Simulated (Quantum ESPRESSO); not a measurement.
**NiO2 under changes of volume**

One of the cells (15.832 Å³/atom); the others are scaled copies at fixed shape and fractional positions:

```
Ni O
1.0
     1.40213    0.80952    6.97429
    -1.40213    0.80952    6.97429
     0.00000   -1.61904    6.97429
Ni O
1 2
Cartesian
  0.0000 0.0000 0.0000
  0.0000 0.0000 7.9254
  0.0000 0.0000 12.9975
```

The cell comes from a database or a generator and needn't be the stable form of this composition.

* Program: Quantum ESPRESSO 7.5
* Functional: PBEsol
* Potentials or basis: GBRV 1.5 PBEsol
* Cutoff: 612 eV
* Density cutoff: 4898 eV
* k mesh: 11 × 11 × 11
* Occupations: fermi-dirac, width 0.05 eV
* Spin: collinear spin, ferromagnetic start
* Starting moments: [1.0, 0.0, 0.0] μB

```csv
volume (Å³/atom),energy over the lowest point (meV/atom),pressure (GPa),gap on the mesh (eV),largest force (eV/Å)
14.882,8.32,5.1,1.40,0.463
15.199,1.19,1.9,1.36,0.135
15.516,0.00,-1.0,1.32,0.166
15.832,4.15,-3.5,1.29,0.441
16.149,13.03,-5.8,1.26,0.694
16.466,26.13,-7.8,1.23,0.926
16.782,?,?,?,?
```

Question: What does the run at 16.782 Å³/atom give?

Answer: Energy over the lowest point 43.02 meV/atom; pressure -9.6 GPa; gap on the mesh 1.20 eV; largest force 1.139 eV/Å.

Worked out: A Birch-Murnaghan fit of order 3 (a polynomial in V^(-2/3)) to the other rows has its minimum at 15.42 Å³/atom with B0 = V·E''(V) = 135 GPa and B' = 4.6 at fixed shape and positions, which overstates the stiffness. It gives 42.94 meV/atom at 16.782 Å³/atom, against the run's 43.02, and -dE/dV = -9.4 GPa, against -9.6. A straight line through the other rows of the gap, of slope -1.67 eV per unit of ln V, extrapolates to 1.20 eV, against the run's 1.20.

Energies are extrapolated to zero smearing.

Caveats: an odd mesh through Γ misses points on the zone boundary, where band edges often lie; forces of over 1 eV/Å show positions far from the minimum, so gaps and moduli don't describe the material at rest (some runs).
